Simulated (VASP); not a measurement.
# PbSe (Clausthalite) (Fm-3m) in VASP: a series of runs

The runs below take PbSe (Clausthalite) through single point, with PBEsol+D4, PBEsol.

All numbers are computed with VASP 6.6.1; they aren't measurements. Logs are shortened: lines on timing, memory, paths and dates and some standing lists are left out, and cuts for length are marked.

**Experimental background.**

From a printed reference work, monograph, for a bulk crystal of PbSe: band gap 0.28 eV (direct) at 300 K; band gap 0.15 eV (direct) at 4.2 K.

The runs below are set against these values where they give the same quantity.

## 1. The cell of the first run

The structure is cubic, space group Fm-3m (No. 225). The conventional cell has a = 6.121 Å, b = 6.121 Å, c = 6.121 Å, α = 90.00°, β = 90.00°, γ = 90.00°. Within 4.0 Å of Pb (site symmetry m-3m) lie 6 Se at 3.06 Å. Within 4.0 Å of Se (site symmetry m-3m) lie 6 Pb at 3.06 Å.

## 2. Single point, PBEsol+D4

File INCAR:

```
SYSTEM = PbSe
PREC     = Accurate       ! precision mode
ENCUT    = 520            ! plane-wave cutoff, eV
EDIFF    = 1E-6           ! SCF threshold, eV
ISMEAR   = 0              ! smearing method
SIGMA    = 0.01           ! smearing width, eV
LREAL    = .False.        ! projectors in reciprocal space
LASPH    = .True.         ! aspherical terms in the spheres
NELM     = 100            ! most SCF steps
ALGO     = Normal         ! electronic algorithm
ISIF     = 2              ! what is computed and relaxed
LWAVE    = .False.        ! write WAVECAR
LCHARG   = .False.        ! write CHGCAR
GGA      = PS             ! functional
IVDW     = 13             ! dispersion correction
ISYM     = 0            
NBANDS   = 17             ! bands
```

File KPOINTS:

```
Automatic mesh
0
Gamma
  6 6 6
  0.5 0.5 0.5
```

File POSCAR:

```
PbSe
1.0
    0.0000000000      3.0606500000      3.0606500000
    3.0606500000      0.0000000000      3.0606500000
    3.0606500000      3.0606500000      0.0000000000
Pb Se
1 1
Direct
    0.0000000000      0.0000000000      0.0000000000
    0.5000000000      0.5000000000      0.5000000000
```

Potentials or basis: VASP PAW PBE potentials, release 64 (Pb_d, Se).

The run is started by

```sh
cat potpaw_PBE.64/Pb_d/POTCAR potpaw_PBE.64/Se/POTCAR > POTCAR
mpirun -np 1 vasp_std > vasp.out
```

OUTCAR:

```text
SYSTEM = PbSe
   PREC = Accurate
   ENCUT = 520
   EDIFF = 1E-6
   ISMEAR = 0
   LREAL = .False.
   LASPH = .True.
   NELM = 100
   ISIF = 2
   GGA = PS
   IVDW = 13
   ISYM = 0

 ion  position               nearest neighbor table
   1  0.000  0.000  0.000-   2 3.06   2 3.06   2 3.06   2 3.06   2 3.06   2 3.06
   2  0.500  0.500  0.500-   1 3.06   1 3.06   1 3.06   1 3.06   1 3.06   1 3.06

IMPORTANT INFORMATION: All symmetrisations will be switched off!
NOSYMM: (Re-)initialisation of all symmetry stuff for point group C_1.

----------------------------------------------------------------------------------------

                                     Primitive cell

  volume of cell :      57.3418

  direct lattice vectors                    reciprocal lattice vectors
     0.000000000  3.060650000  3.060650000    -0.163363991  0.163363991  0.163363991
     3.060650000  0.000000000  3.060650000     0.163363991 -0.163363991  0.163363991
     3.060650000  3.060650000  0.000000000     0.163363991  0.163363991 -0.163363991

  length of vectors
     4.328412740  4.328412740  4.328412740     0.282954733  0.282954733  0.282954733

  position of ions in fractional coordinates (direct lattice)
     0.000000000  0.000000000  0.000000000
     0.500000000  0.500000000  0.500000000

  ion indices of the primitive-cell ions
   primitive index   ion index
                 1           1
                 2           2

----------------------------------------------------------------------------------------

 KPOINTS: Automatic mesh

Automatic generation of k-mesh.
 Grid dimensions read from file:
 generate k-points for:    6    6    6

 Generating k-lattice:

  Cartesian coordinates                     Fractional coordinates (reciprocal lattice)
    -0.027227332  0.027227332  0.027227332     0.166666667  0.000000000  0.000000000
     0.027227332 -0.027227332  0.027227332     0.000000000  0.166666667  0.000000000
     0.027227332  0.027227332 -0.027227332     0.000000000  0.000000000  0.166666667

  Length of vectors
     0.047159122  0.047159122  0.047159122

  Shift w.r.t. Gamma in fractional coordinates (k-lattice)
     0.500000000  0.500000000  0.500000000

 Subroutine IBZKPT returns following result:
 ===========================================

 Found    432 irreducible k-points:

 Following reciprocal coordinates:
            Coordinates               Weight
  0.083333  0.083333  0.083333      2.000000
  0.083333  0.000000  0.000000      2.000000
  0.000000  0.000000 -0.083333      2.000000
  0.000000  0.083333  0.000000      2.000000
  0.250000  0.083333  0.083333      2.000000
  0.083333  0.250000  0.083333      2.000000
[... 16 lines left out ...]
  0.000000  0.333333 -0.083333      2.000000
  0.333333  0.000000 -0.083333      2.000000
 [... further k-points ...]
   k-points           NKPTS =    432   k-points in BZ     NKDIM =    432   number of bands    NBANDS=     17
   number of dos      NEDOS =    301   number of ions     NIONS =      2
   total plane-waves  NPLWV =  32768
   dimension x,y,z NGX =    32 NGY =   32 NGZ =   32
   dimension x,y,z NGXF=    64 NGYF=   64 NGZF=   64
   ions per type =               1   1
   NGX,Y,Z   is equivalent  to a cutoff of  12.29, 12.29, 12.29 a.u.
   NGXF,Y,Z  is equivalent  to a cutoff of  24.58, 24.58, 24.58 a.u.
 SYSTEM =  PbSe
   PREC   = accura    normal or accurate (medium, high low for compatibility)
   ISTART =      0    job   : 0-new  1-cont  2-samecut
   ICHARG =      2    charge: 1-file 2-atom 10-const
   ISPIN  =      1    spin polarized calculation?
   LNONCOLLINEAR =      F non collinear calculations
   LSORBIT =      F    spin-orbit coupling
   LASPH  =      T    aspherical Exc in radial PAW
   ENCUT  =  520.0 eV  38.22 Ry    6.18 a.u.   8.05  8.05  8.05*2*pi/ulx,y,z
   NELM   =    100;   NELMIN=  2; NELMDL= -5     # of ELM steps
   EDIFF  = 0.1E-05   stopping-criterion for ELM
   LREAL  =      F    real-space projection
   EDIFFG = 0.1E-04   stopping-criterion for IOM
   NSW    =      0    number of steps for IOM
   IBRION =     -1    ionic relax: 0-MD 1-quasi-New 2-CG
   NFREE  =      0    steps in history (QN), initial steepest desc. (CG)
   ISIF   =      2    stress and relaxation
   ISYM   =      0    0-nonsym 1-usesym 2-fastsym
   POTIM  = 0.5000    time-step for ionic-motion
   TEBEG  =    0.0;   TEEND  =   0.0 temperature during run
   PSTRESS=    0.0 pullay stress
   NELECT =      20.0000    total number of electrons
   NUPDOWN=      -1.0000    fix difference up-down
   EMIN   =  10.00;   EMAX   =-10.00  energy-range for DOS
   EFERMI =   0.00;   METHOD = LEGACY
   ISMEAR =     0;   SIGMA  =   0.01  broadening in eV -4-tet -1-fermi 0-gaus
   EFERMI_NEDOS =   21; number of points for ismear=-14 and -15
   IALGO  =     38    algorithm
   IMIX   =      4    mixing-type and parameters
     AMIX     =   0.40;   BMIX     =  1.00
     AMIX_MAG =   1.60;   BMIX_MAG =  1.00
  volume/ion in A,a.u.               =      28.67       193.48
  Fermi-wavevector in a.u.,A,eV,Ry     =   1.152377  2.177676 18.068159  1.327972
  Thomas-Fermi vector in A             =   2.289028
   LORBIT       =      0    0 simple, 1 ext, 2 COOP (PROOUT), +10 PAW based schemes
   GGA     = PS    functional components
   LHFCALC =     F    Hartree Fock is set to
   AEXX    =    0.0000 exact exchange contribution
   IVDW    =    13    specifies the selected vdW correction
   LEPSILON=     F    determine dielectric tensor
   LRPA    =     F    only Hartree local field effects (RPA)
 non-spin polarized calculation
 Gauss-broadening in eV      SIGMA  =   0.01
  energy-cutoff  :      520.00
  volume of cell :       57.34
 maximum number of plane-waves:      1560
   NGX = 17   NGY = 17   NGZ = 17

 number of electron      20.0000000 magnetization

 Free energy of the ion-electron system (eV)
  ---------------------------------------------------
  ext. energy  EPLUGINS =         0.00000000
  ---------------------------------------------------
  free energy    TOTEN  =        -8.91585859 eV

  energy without entropy =       -8.91585859  energy(sigma->0) =       -8.91585859

 E-fermi :   4.6465     XC(G=0):  -9.7189

 val. band max:        4.5846959485   @ k =   0.4167   0.4167   0.4167
 cond. band min:       5.5384376906   @ k =   0.4167   0.0000   0.0000
 fundamental gap:      0.9537417421
 Fermi energy:         4.6465108540

 k-point     1 :       0.0833    0.0833    0.0833
  band No.  band energies     occupation
      1     -11.8362      2.00000
      2     -11.8362      2.00000
      3     -11.8355      2.00000
      4     -11.8332      2.00000
      5     -11.8332      2.00000
      6      -8.6410      2.00000
[... 9 lines left out ...]
     16      11.5233      0.00000
     17      13.5330      0.00000

 k-point     2 :       0.0833    0.0000    0.0000
  band No.  band energies     occupation
      1     -11.8362      2.00000
      2     -11.8362      2.00000
      3     -11.8355      2.00000
      4     -11.8332      2.00000
      5     -11.8332      2.00000
      6      -8.6410      2.00000
[... 9 lines left out ...]
     16      11.5233      0.00000
     17      13.5330      0.00000

 k-point     3 :       0.0000    0.0000   -0.0833
  band No.  band energies     occupation
      1     -11.8362      2.00000
      2     -11.8362      2.00000
      3     -11.8355      2.00000
      4     -11.8332      2.00000
      5     -11.8332      2.00000
      6      -8.6410      2.00000
[... 9 lines left out ...]
     16      11.5233      0.00000
     17      13.5330      0.00000

 k-point     4 :       0.0000    0.0833    0.0000
  band No.  band energies     occupation
      1     -11.8362      2.00000
      2     -11.8362      2.00000
      3     -11.8355      2.00000
      4     -11.8332      2.00000
      5     -11.8332      2.00000
      6      -8.6410      2.00000
[... 9 lines left out ...]
     16      11.5233      0.00000
     17      13.5335      0.00000

 k-point     5 :       0.2500    0.0833    0.0833
  band No.  band energies     occupation
      1     -11.8443      2.00000
      2     -11.8426      2.00000
      3     -11.8348      2.00000
      4     -11.8270      2.00000
      5     -11.8204      2.00000
      6      -8.3686      2.00000
[... 9 lines left out ...]
     16      12.8081      0.00000
     17      14.4287      0.00000

 k-point     6 :       0.0833    0.2500    0.0833
  band No.  band energies     occupation
      1     -11.8443      2.00000
      2     -11.8426      2.00000
      3     -11.8348      2.00000
      4     -11.8270      2.00000
      5     -11.8204      2.00000
      6      -8.3686      2.00000
[... 9 lines left out ...]
     16      12.8081      0.00000
     17      14.4287      0.00000

 k-point     7 :       0.0833    0.0833    0.2500
  band No.  band energies     occupation
      1     -11.8443      2.00000
      2     -11.8426      2.00000
      3     -11.8348      2.00000
      4     -11.8270      2.00000
      5     -11.8204      2.00000
      6      -8.3686      2.00000
[... 9 lines left out ...]
     16      12.8081      0.00000
     17      14.4287      0.00000

 k-point     8 :       0.0833    0.0000   -0.1667
  band No.  band energies     occupation
      1     -11.8443      2.00000
      2     -11.8426      2.00000
      3     -11.8348      2.00000
      4     -11.8270      2.00000
      5     -11.8204      2.00000
      6      -8.3686      2.00000
[... 9 lines left out ...]
     16      12.8081      0.00000
     17      14.4287      0.00000
[... 203 lines left out ...]
      1     -11.8572      2.00000
      2     -11.8549      2.00000
      3     -11.8322      2.00000
      4     -11.8104      2.00000
      5     -11.8072      2.00000
      6      -7.8366      2.00000
[... 9 lines left out ...]
     16      14.6221      0.00000
     17      15.9666      0.00000

 k-point    20 :       0.0833    0.0000   -0.3333
  band No.  band energies     occupation
      1     -11.8572      2.00000
      2     -11.8549      2.00000
      3     -11.8322      2.00000
      4     -11.8104      2.00000
      5     -11.8072      2.00000
      6      -7.8366      2.00000
[... 9 lines left out ...]
     16      14.6221      0.00000
     17      15.9666      0.00000

 k-point    21 :       0.4167    0.3333    0.3333
  band No.  band energies     occupation
      1     -11.8571      2.00000
      2     -11.8549      2.00000
      3     -11.8322      2.00000
      4     -11.8104      2.00000
      5     -11.8072      2.00000
      6      -7.8366      2.00000
[... 9 lines left out ...]
     16      14.6221      0.00000
     17      15.9666      0.00000

 k-point    22 :       0.0833   -0.3333    0.0000
  band No.  band energies     occupation
      1     -11.8572      2.00000
      2     -11.8549      2.00000
      3     -11.8322      2.00000
      4     -11.8104      2.00000
      5     -11.8072      2.00000
      6      -7.8366      2.00000
[... 9 lines left out ...]
     16      14.6221      0.00000
     17      15.9666      0.00000

 k-point    23 :       0.0000    0.3333   -0.0833
  band No.  band energies     occupation
      1     -11.8572      2.00000
      2     -11.8549      2.00000
      3     -11.8322      2.00000
      4     -11.8104      2.00000
      5     -11.8072      2.00000
      6      -7.8366      2.00000
[... 9 lines left out ...]
     16      14.6221      0.00000
     17      15.9666      0.00000

 k-point    24 :       0.3333    0.0000   -0.0833
  band No.  band energies     occupation
      1     -11.8572      2.00000
      2     -11.8549      2.00000
      3     -11.8322      2.00000
      4     -11.8104      2.00000
      5     -11.8072      2.00000
      6      -7.8366      2.00000
[... 9 lines left out ...]
     16      14.6221      0.00000
     17      15.9666      0.00000

 [... further k-points ...]

------------------------ aborting loop because EDIFF is reached ----------------------------------------

  DFT-D4 for vdW energy calculation

  Edisp (eV):   -0.46152

  FORCE on cell =-STRESS in cart. coord.  units (eV):
  Direction    XX          YY          ZZ          XY          YZ          ZX
  --------------------------------------------------------------------------------------
  -------------------------------------------------------------------------------------
  Total      -0.61053    -0.61053    -0.61053     0.00001     0.00001     0.00001
  in kB     -17.05859   -17.05872   -17.05859     0.00020     0.00022     0.00022
  external pressure =      -17.06 kB  Pullay stress =        0.00 kB

 VOLUME and BASIS-vectors are now :
 -----------------------------------------------------------------------------
  energy-cutoff  :      520.00
  volume of cell :       57.34
      direct lattice vectors                 reciprocal lattice vectors
     0.000000000  3.060650000  3.060650000    -0.163363991  0.163363991  0.163363991
     3.060650000  0.000000000  3.060650000     0.163363991 -0.163363991  0.163363991
     3.060650000  3.060650000  0.000000000     0.163363991  0.163363991 -0.163363991

 POSITION                                       TOTAL-FORCE (eV/Angst)
 -----------------------------------------------------------------------------------
      0.00000      0.00000      0.00000        -0.000001     -0.000001      0.000000
      3.06065      3.06065      3.06065         0.000001      0.000001     -0.000000
 -----------------------------------------------------------------------------------
    total drift:                               -0.000001     -0.000001      0.000002

  FREE ENERGIE OF THE ION-ELECTRON SYSTEM (eV)
  ---------------------------------------------------
  free  energy   TOTEN  =        -9.3773759272 eV

  energy  without entropy=       -9.3773759272  energy(sigma->0) =       -9.37737593
```

It took 3.9 min on 1 thread of Intel Xeon 6975P-C, shared host; peak memory 0.52 GiB.

What came out:

| Property | Result |
| --- | --- |
| Free energy | -9.3774 eV |
| Pressure | -1.7 GPa |
| Band gap on the k mesh | 0.95 eV, direct |
| Dispersion energy per atom | -0.231 eV |

Caveat: the PAW data sets were made with another functional, which shifts forces and pressure a little; spin-orbit coupling is left out, which moves the levels of the heavy elements.

## 3. Single point, PBEsol

File INCAR:

```
SYSTEM = PbSe
PREC = Accurate ; ENCUT = 520
EDIFF = 1E-7 ; ISMEAR = 0
SIGMA = 0.01 ; LREAL = .FALSE.
LASPH = .TRUE. ; NELM = 60
ALGO = Normal ; ISIF = 2
LWAVE = .FALSE. ; LCHARG = .TRUE.
GGA = PS ; LELF = .TRUE.
LVHAR = .TRUE. ; ISYM = 0
NBANDS = 17
```

KPOINTS is that of step 2.

POSCAR is that of step 2.

Potentials or basis: VASP PAW PBE potentials, release 64 (Pb_d, Se).

The run is started by

```sh
cat potpaw_PBE.64/Pb_d/POTCAR potpaw_PBE.64/Se/POTCAR > POTCAR
mpirun -np 1 vasp_std > vasp.out
```

Run time: 4.3 min. Hardware: 1 thread of Intel Xeon 6975P-C, shared host; peak memory 0.52 GiB.

It converged, with:

```yaml
Free_energy: -8.9159 eV
Pressure: -0.5 GPa
Band_gap_on_the_k_mesh: 0.95 eV, direct
```

Levels at points of the mesh, in eV from the valence-band top:
```tsv
k point	band 8	band 9	band 10	band 11	band 12	band 13
(0.08, 0.08, 0.08)	-1.52	-1.52	-1.41	4.42	4.66	4.66
```

Caveat: the PAW data sets were made with another functional, which shifts forces and pressure a little; spin-orbit coupling is left out, which moves the levels of the heavy elements.

## 4. Against experiment

Step 2. Against the measured gap of PbSe, 0.28 eV (direct; 300 K; a printed reference work, monograph), the calculated 0.95 eV is off by +0.67 eV. 2 values of this kind are on record (0.15 to 0.28 eV); this one was drawn at random. Spin-orbit coupling on Pb, Se is left out. The value is that of PBEsol+D4 on a finite k mesh, which can miss the band edges, without temperature or zero-point motion.

Step 3. Against the measured gap of PbSe, 0.15 eV (direct; 4.2 K; a printed reference work, monograph), the calculated 0.95 eV is off by +0.80 eV. 2 values of this kind are on record (0.15 to 0.28 eV); this one was drawn at random. Spin-orbit coupling on Pb, Se is left out. The value is that of PBEsol on a finite k mesh, which can miss the band edges, without temperature or zero-point motion.
